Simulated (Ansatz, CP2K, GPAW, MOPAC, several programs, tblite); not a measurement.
# Many methods on one cell: Cu3N (Pm-3m)

Cu3N (started from an entry of an open crystallographic database), relaxed with r2SCAN in Ansatz, was computed with several methods. The symmetry is Pm-3m (No. 221, cubic); a = 3.789 Å in the conventional setting, 13.60 Å³ an atom. Cu has 2 N at 1.89 Å; N has 6 Cu at 1.89 Å. The values are computed, spin-unpolarised, and not measurements.

```xyz
4
Lattice="3.7894 0.0000 0.0000 0.0000 3.7894 0.0000 0.0000 0.0000 3.7894" Properties=species:S:1:pos:R:3 pbc="T T T"
Cu    1.8947    0.0000    0.0000
Cu    0.0000    1.8947    0.0000
Cu    0.0000    0.0000    1.8947
N     0.0000    0.0000    0.0000
```

Gaps and times are for a single point on this cell; volume and bulk modulus come from each method's own relaxation or energy curve at fixed shape. Times are rough, from shared hosts (Arm Neoverse V2), and each method has its own mesh and cell size. A star marks a curve whose lowest point is an end point. PM7 (MOPAC), GFN1-xTB (tblite), GFN2-xTB (tblite) treat a cluster of cells at its zone centre, which samples few k points: where these miss a band edge, the gap comes out too large for that reason alone. Gaps from k meshes are read at a limited set of points (mesh, symmetry points, PBE's band edges), so each method's own least gap may be somewhat smaller. xTB and the PM methods were fitted mostly to molecules, and can miss a solid's gap by electronvolts. Minimal bases can be far off for gaps. GLLB-SC's gap includes the derivative discontinuity. d marks a direct gap, i an indirect one (no mark: not told apart), a dash a value that wasn't computed or didn't pass its checks.

```tsv
method	kind	gap (eV)	own volume (Å³/atom)	bulk modulus (GPa)	atoms computed	processor time
light PBE (260 eV and a coarse mesh)	light plane-wave	0.28 i	–	–	4	1 s
PBE	semilocal	0.12 i	14.03	116	4	2.6 s
PBE/single zeta (GPAW)	small basis	1.39 i	–	–	4	4.1 s
GFN1-xTB (tblite)	tight binding	2.28	14.47	88	108	5.7 s
r2SCAN	semilocal	0.23 i	13.60	129	4	6.4 s
GFN2-xTB (tblite)	tight binding	2.51	–	–	108	9.2 s
GLLB-SC (GPAW)	model potential	1.37	–	–	4	11 s
PBE/SZV (CP2K)	small basis	0.20 i	14.90*	107*	4	11 s
PBE/DZVP (CP2K)	small basis	0.25 i	14.29	111	4	47 s
PM7 (MOPAC)	semi-empirical	3.07	–	–	108	2.6 min
```

Against r2SCAN (0.23 eV) and with closed or daggered gaps left aside, the nearest gap at the points sampled is that of PBE/DZVP (CP2K) (+0.02 eV) and the farthest that of PM7 (MOPAC) (+2.84 eV). r2SCAN is only a yardstick of convenience: semilocal gaps usually lie below measured ones, which GLLB-SC and hybrids aim to mend.

Volumes against r2SCAN's: PBE +3.2 %, GFN1-xTB (tblite) +6.4 %, PBE/DZVP (CP2K) +5.0 %.
